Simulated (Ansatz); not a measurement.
Calculated electric field gradients for FeS2

The cell is a measured structure from the Crystallography Open Database (COD), ions relaxed with PBE at fixed cell.

```
Fe S
1.0
     5.41790    0.00000    0.00000
     0.00000    5.41790    0.00000
     0.00000    0.00000    5.41790
Fe S
4 8
Direct
  0.00000 0.00000 0.00000
  0.50000 0.00000 0.50000
  0.50000 0.50000 0.00000
  0.00000 0.50000 0.50000
  0.38275 0.38275 0.38275
  0.11725 0.61725 0.88275
  0.88275 0.11725 0.61725
  0.61725 0.88275 0.11725
  0.61725 0.61725 0.61725
  0.88275 0.38275 0.11725
  0.11725 0.88275 0.38275
  0.38275 0.11725 0.88275
```

Atoms are numbered from 1 in the order listed; like atoms form one site, named after its first atom.

Level of theory: DFT, LDA, plane waves and PAW, scalar-relativistic, collinear spin, 420 eV cutoff, Γ-centred 8×8×8 k-points, Fermi–Dirac smearing 0.05 eV (Ansatz 0.2.0). Start moments as typed (μB): 3 on each Fe, none on the rest.

C_Q = eQV_zz/h, which is 24.18 MHz for Q = 1 b and V_zz = 10²¹ V/m²; η = (V_xx − V_yy)/V_zz.

S-33: I = 3/2, Q = -69.40 mb. Quadrupole moments are those of Pyykkö's year-2017 table.

```json
{"site": "Fe", "atoms (order as listed)": "1, 2, 3, 4", "first shell": "6 S at 2.26 Å", "V_zz (10²¹ V/m²)": "-4.01", "η": "0.00", "C_Q (MHz)": "–"}
{"site": "S", "atoms (order as listed)": "5, 6, 7, 8, 9, 10, …", "first shell": "1 S at 2.20 Å, 3 Fe at 2.26 Å", "V_zz (10²¹ V/m²)": "13.73", "η": "0.00", "C_Q (MHz)": "-23.0"}
```

An axis of threefold or higher order runs through Fe and S, so V_zz lies along it and η is zero. The structure holds S–S bonds (2.20 Å).

Fe has no stable isotope with a ground-state quadrupole moment in the table, so no C_Q is given.

At this cell the LDA pressure is -12 GPa, so with LDA the cell would shrink if it were relaxed. With a gap of 0.4 eV under a smearing of 0.05 eV the band edges are partly filled, so small gradients can hang on the smearing and the k-mesh. The start moments die out, and the run ends without spin.

Hardware: 4 threads of Intel Xeon 6975P-C (Granite Rapids) (x86_64; 16 cores open to the job, memory cap 8.0 GiB, no GPU), a shared host with a load of 0.1 a core. Wall time 16 s, CPU time 60 s, peak memory 1.1 GiB.
